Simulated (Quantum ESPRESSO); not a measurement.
# La2O3 (P-3m1) in Quantum ESPRESSO: reference runs

Aim: a first look at La2O3 with PBE, on the cell as given.

Program: Quantum ESPRESSO 7.5. These are calculated values, not measurements. Logs are shortened: lines on timing, memory, paths and dates and some standing lists are left out, and cuts for length are marked.

**1. Starting point**

The structure is trigonal, space group P-3m1 (No. 164). The conventional cell has a = 3.931 Å, b = 3.931 Å, c = 6.112 Å, α = 90.00°, β = 90.00°, γ = 120.00°. Around La (site symmetry 3m) lie 4 O at 2.36 to 2.44 Å. Around O (site symmetry -3m) lie 6 La at 2.72 Å. O (site symmetry 3m) is surrounded by 4 La at 2.36 to 2.44 Å.

The cell is a database's computed one.

**2. Single point, PBE**

pw.in

```
&CONTROL
  calculation = 'scf'
  prefix = 'pwscf'
  outdir = './tmp'
  pseudo_dir = './pseudo'
  tprnfor = .true.
  tstress = .true.
  disk_io = 'low'
/
&SYSTEM
  ibrav = 0
  celldm(1) = 8
  nat = 5
  ntyp = 2
  ecutwfc = 55
  ecutrho = 440
  nbnd = 28
  occupations = 'smearing'
  smearing = 'fd'
  degauss = 0.00367493
/
&ELECTRONS
  conv_thr = 1d-09
  electron_maxstep = 120
  mixing_beta = 0.5
/
ATOMIC_SPECIES
La   138.9055 La.paw.z_11.atompaw.wentzcovitch.v1.2.upf
O     15.9990 O.pbe-n-kjpaw_psl.0.1.UPF
CELL_PARAMETERS alat
  0.9285117057697   0.0000000000000   0.0000000000000
 -0.4642558528849   0.8041147249121   0.0000000000000
  0.0000000000000   0.0000000000000   1.4437397799053
ATOMIC_POSITIONS crystal
La     0.3333333333    0.6666666667    0.2462356800
La     0.6666666667    0.3333333333    0.7537643200
O      0.0000000000    0.0000000000    0.0000000000
O      0.3333333333    0.6666666667    0.6458906500
O      0.6666666667    0.3333333333    0.3541093500
K_POINTS automatic
8 8 5 0 0 0
```

pp_density.in

```
&INPUTPP
  prefix = 'pwscf'
  outdir = './tmp'
  filplot = 'density.dat'
  plot_num = 0
/
&PLOT
  nfile = 1
  filepp(1) = 'density.dat'
  iflag = 3
  output_format = 6
  fileout = 'density.cube'
/
```

pp_potential.in

```
&INPUTPP
  prefix = 'pwscf'
  outdir = './tmp'
  filplot = 'potential.dat'
  plot_num = 11
/
&PLOT
  nfile = 1
  filepp(1) = 'potential.dat'
  iflag = 3
  output_format = 6
  fileout = 'potential.cube'
/
```

Potentials or basis: SSSP 1.3 efficiency PBE.

On the command line:

```console
$ OMP_NUM_THREADS=1 mpirun -n 2 pw.x -nk 2 -in pw.in > pw.out
$ OMP_NUM_THREADS=1 mpirun -n 1 pp.x -in pp_density.in > pp_density.out
$ OMP_NUM_THREADS=1 mpirun -n 1 pp.x -in pp_potential.in > pp_potential.out
```

pw.out:

```text
This program is part of the open-source Quantum ESPRESSO suite
     for quantum simulation of materials; please cite
         "P. Giannozzi et al., J. Phys.:Condens. Matter 21 395502 (2009);
         "P. Giannozzi et al., J. Phys.:Condens. Matter 29 465901 (2017);
         "P. Giannozzi et al., J. Chem. Phys. 152 154105 (2020);
     in publications or presentations arising from this work. More details at

     file La.paw.z_11.atompaw.wentzcovitch.v1.2.upf: wavefunction(s)  6S 0P 5D 0D 4F 0F renormalized
     file O.pbe-n-kjpaw_psl.0.1.UPF: wavefunction(s)  2P renormalized
     Message from routine setup:
     using ibrav=0 with symmetry is DISCOURAGED, use correct ibrav instead

     K-points division:     npool     =       2
     Subspace diagonalization in iterative solution of the eigenvalue problem:
     a serial algorithm will be used

     G-vector sticks info
     --------------------
     sticks:   dense  smooth     PW     G-vecs:    dense   smooth      PW
     Sum        1663     847    241                85955    30493    4733

     Using Slab Decomposition

     bravais-lattice index     =            0
     lattice parameter (alat)  =       8.0000  a.u.
     unit-cell volume          =     551.9049 (a.u.)^3
     number of atoms/cell      =            5
     number of atomic types    =            2
     number of electrons       =        40.00
     number of Kohn-Sham states=           28
     kinetic-energy cutoff     =      55.0000  Ry
     charge density cutoff     =     440.0000  Ry
     scf convergence threshold =      1.0E-09
     mixing beta               =       0.5000
     number of iterations used =            8  plain     mixing
     Exchange-correlation= SLA  PW   PBX  PBC
                           (   1   4   3   4   0   0   0)

     celldm(1)=   8.000000  celldm(2)=   0.000000  celldm(3)=   0.000000
     celldm(4)=   0.000000  celldm(5)=   0.000000  celldm(6)=   0.000000

     crystal axes: (cart. coord. in units of alat)
               a(1) = (   0.928512   0.000000   0.000000 )
               a(2) = (  -0.464256   0.804115   0.000000 )
               a(3) = (   0.000000   0.000000   1.443740 )

     reciprocal axes: (cart. coord. in units 2 pi/alat)
               b(1) = (  1.076992  0.621802 -0.000000 )
               b(2) = (  0.000000  1.243604  0.000000 )
               b(3) = (  0.000000 -0.000000  0.692646 )

     PseudoPot. # 1 for La read from file:
     La.paw.z_11.atompaw.wentzcovitch.v1.2.upf
     Pseudo is Projector augmented-wave + core cor, Zval = 11.0
     Generated using ATOMPAW code
     Shape of augmentation charge: BESSEL
     Using radial grid of 1101 points,  8 beta functions with:
                l(1) =   0
                l(2) =   0
                l(3) =   1
                l(4) =   1
                l(5) =   2
                l(6) =   2
                l(7) =   3
                l(8) =   3
     Q(r) pseudized with 0 coefficients

     PseudoPot. # 2 for O  read from file:
     O.pbe-n-kjpaw_psl.0.1.UPF
     Pseudo is Projector augmented-wave + core cor, Zval =  6.0
     Generated using "atomic" code by A. Dal Corso  v.5.0.99 svn rev. 10869
     Shape of augmentation charge: BESSEL
     Using radial grid of 1095 points,  4 beta functions with:
                l(1) =   0
                l(2) =   0
                l(3) =   1
                l(4) =   1
     Q(r) pseudized with 0 coefficients

     atomic species   valence    mass     pseudopotential
     La               11.00   138.90550     La( 1.00)
     O                 6.00    15.99900     O ( 1.00)

     12 Sym. Ops., with inversion, found

   Cartesian axes

     site n.     atom                  positions (alat units)
         1        La     tau(   1) = (  -0.0000000   0.5360765   0.3555002  )
         2        La     tau(   2) = (   0.4642559   0.2680382   1.0882395  )
         3        O      tau(   3) = (   0.0000000   0.0000000   0.0000000  )
         4        O      tau(   4) = (  -0.0000000   0.5360765   0.9324980  )
         5        O      tau(   5) = (   0.4642559   0.2680382   0.5112418  )

     number of k points=    40  Fermi-Dirac smearing, width (Ry)=  0.0037
                       cart. coord. in units 2pi/alat
        k(    1) = (   0.0000000   0.0000000   0.0000000), wk =   0.0062500
        k(    2) = (   0.0000000   0.0000000   0.1385291), wk =   0.0125000
        k(    3) = (   0.0000000   0.0000000   0.2770582), wk =   0.0125000
        k(    4) = (   0.0000000   0.1554505   0.0000000), wk =   0.0375000
        k(    5) = (   0.0000000   0.1554505   0.1385291), wk =   0.0375000
        k(    6) = (   0.0000000   0.1554505   0.2770582), wk =   0.0375000
[... 32 lines left out ...]
        k(   39) = (  -0.1346240   0.5440766  -0.1385291), wk =   0.0750000
        k(   40) = (  -0.1346240   0.5440766  -0.2770582), wk =   0.0750000

     Dense  grid:    85955 G-vectors     FFT dimensions: (  50,  50,  80)

     Smooth grid:    30493 G-vectors     FFT dimensions: (  36,  36,  60)

     Initial potential from superposition of free atoms

     starting charge      39.9829, renormalised to      40.0000

     negative rho (up, down):  1.199E-04 0.000E+00
     Starting wfcs are   76 randomized atomic wfcs
     Checking if some PAW data can be deallocated...

     Self-consistent Calculation

     iteration #  1     ecut=    55.00 Ry     beta= 0.50
     Davidson diagonalization with overlap
     ethr =  1.00E-02,  avg # of iterations =  2.0

     negative rho (up, down):  4.025E-04 0.000E+00

     total energy              =   -1041.60009929 Ry
     estimated scf accuracy    <       1.63531360 Ry

     iteration #  2     ecut=    55.00 Ry     beta= 0.50
     Davidson diagonalization with overlap
     ethr =  4.09E-03,  avg # of iterations =  4.2
[... 289 lines left out ...]
     iteration # 34     ecut=    55.00 Ry     beta= 0.50
     Davidson diagonalization with overlap
     ethr =  1.61E-11,  avg # of iterations =  4.6

     negative rho (up, down):  3.032E-04 0.000E+00

     End of self-consistent calculation

          k = 0.0000 0.0000 0.0000 (  3801 PWs)   bands (ev):

   -20.0076 -19.7633  -7.1257  -5.8751  -5.4261  -3.4664  -3.4664  -3.2323
    -3.2323  -3.1357  -2.3912   7.4355   7.4355   7.6191   7.6191   7.7384
     8.1635   9.4440   9.4440   9.7054  14.1353  14.4164  14.4164  14.9879
    15.2035  15.2035  15.2065  15.4050

          k = 0.0000 0.0000 0.1385 (  3807 PWs)   bands (ev):

   -19.9854 -19.7871  -7.0671  -5.8741  -5.5344  -3.4467  -3.4467  -3.2526
    -3.2526  -3.0613  -2.3960   7.2643   7.2643   7.4689   7.7815   7.7815
     8.4438   9.4744   9.4744   9.5016  14.2351  14.4656  14.4656  15.0611
    15.1142  15.2054  15.2055  15.5429
[... 260 lines left out ...]
          k =-0.1346 0.5441-0.2771 (  3805 PWs)   bands (ev):

   -19.7668 -19.7404  -7.5821  -7.3345  -5.6315  -3.7778  -3.6565  -3.4875
    -3.2928  -2.2956  -1.6669   7.0522   7.7453   8.0781   8.4543   8.7261
     8.9325   9.3014   9.5368   9.7501  14.1414  14.5026  14.8399  14.9786
    15.1152  15.1549  15.2039  15.2463

     the Fermi energy is    11.4741 ev

!    total energy              =   -1042.27184863 Ry
     total all-electron energy =     -1368.812526 Ry
     estimated scf accuracy    <          8.6E-11 Ry
     smearing contrib. (-TS)   =      -0.00000000 Ry
     internal energy E=F+TS    =   -1042.27184863 Ry

     The total energy is F=E-TS. E is the sum of the following terms:
     one-electron contribution =     -21.14114524 Ry
     hartree contribution      =      39.55485244 Ry
     xc contribution           =     -49.05353157 Ry
     ewald contribution        =    -195.83290784 Ry
     one-center paw contrib.   =    -815.79911642 Ry

     convergence has been achieved in  34 iterations

     negative rho (up, down):  3.032E-04 0.000E+00

     Forces acting on atoms (cartesian axes, Ry/au):

     atom    1 type  1   force =     0.00000000    0.00000000   -0.00206989
     atom    2 type  1   force =     0.00000000    0.00000000    0.00206989
     atom    3 type  2   force =    -0.00000000    0.00000000    0.00000000
     atom    4 type  2   force =    -0.00000000   -0.00000000    0.00008392
     atom    5 type  2   force =    -0.00000000   -0.00000000   -0.00008392

     Total force =     0.002930     Total SCF correction =     0.000002

     Computing stress (Cartesian axis) and pressure

     negative rho (up, down):  3.032E-04 0.000E+00
          total   stress  (Ry/bohr**3)                   (kbar)     P=       23.65
   0.00015799   0.00000000   0.00000000           23.24        0.00        0.00
   0.00000000   0.00015799   0.00000000            0.00       23.24        0.00
  -0.00000000  -0.00000000   0.00016633           -0.00       -0.00       24.47

=------------------------------------------------------------------------------=
   JOB DONE.
=------------------------------------------------------------------------------=
```

It took 3.7 min on 2 MPI ranks of Arm Neoverse V2, shared host; peak memory 1.1 GiB.

What came out:

| Property | Result |
| --- | --- |
| Free energy | -14180.8309 eV |
| Pressure | 2.4 GPa |
| Largest force | 0.053 eV/Å |
| Band gap on the k mesh | 3.89 eV, indirect (least direct gap 4.06 eV) |

Forces in eV/Å, atoms in the order of the input:
```
La   0.000  0.000 -0.053
La   0.000  0.000  0.053
O    0.000  0.000  0.000
O    0.000  0.000  0.002
O    0.000  0.000 -0.002
```

Caveat: spin-orbit coupling is left out, which moves the levels of the heavy elements; an odd mesh through Γ misses points on the zone boundary, where band edges often lie.
